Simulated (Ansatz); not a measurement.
Mn3Si (Fm-3m); parallel moments.

```
Mn Si
1.0
     0.00000    2.86100    2.86100
     2.86100    0.00000    2.86100
     2.86100    2.86100    0.00000
Mn Si
3 1
Direct
  0.50000 0.50000 0.50000
  0.25000 0.25000 0.25000
  0.75000 0.75000 0.75000
  0.00000 0.00000 0.00000
```

Geometry: a structure as deposited in COD; nothing is relaxed.

Settings: LDA, 10×10×10 k mesh, Fermi–Dirac smearing of 0.05 eV. PAW means Ansatz 0.2.0 on its default frozen-core files. Site moments are integrated in spheres about the atoms. Start moments (μB): Mn1 4, Mn2 4, Mn3 4.

The self-consistent cycle went as follows.

```tsv
iteration	Harris–Foulkes energy less the last (meV)	density residual (eV)	M (μB)	∫|m| (μB)
1	2124.071	2.0e+00	7.8583	8.1297
2	1695.113	1.8e+00	7.2860	7.5848
3	581.471	1.1e+01	6.9411	7.1352
4	788.479	1.2e+00	4.8608	5.1895
5	412.082	1.4e+00	3.2599	3.6205
6	330.079	2.3e+00	2.9953	3.3267
7	243.374	8.7e-01	2.7719	2.9887
8	141.948	9.2e-01	2.5199	2.6577
9	115.959	5.6e-02	2.5634	2.6155
10	98.693	9.5e-02	2.5612	2.6197
11	65.056	8.5e-02	2.0474	2.1456
12	39.729	6.5e-03	1.5753	2.7639
13	6.568	1.6e-02	1.1698	3.6287
14	5.147	1.4e-03	1.0146	4.2612
15	4.014	6.0e-03	1.1273	3.7439
16	3.289	1.2e-03	1.1167	3.7811
17	0.214	1.1e-04	1.0624	3.9662
18	-0.001	5.0e-06	1.0497	4.0229
19	0.002	1.7e-07	1.0505	4.0188
20	0.000	1.2e-08	1.0497	4.0225
21	0.000	1.0e-08	1.0495	4.0236
```

Site moments (μB): Mn1 2.37, Mn2 -0.70, Mn3 -0.70, Si4 0.03. Cell moment 1.05 μB.

The PAW files were made with PBE; the program remakes their cores once for the run's functional and then keeps them frozen. The Ansatz runs typed with the search for lower states off end where their start leads. These are results for the start and cell typed. The real compound can order otherwise, in a larger cell, or not at all, since semilocal functionals at zero temperature often overstate magnetism.
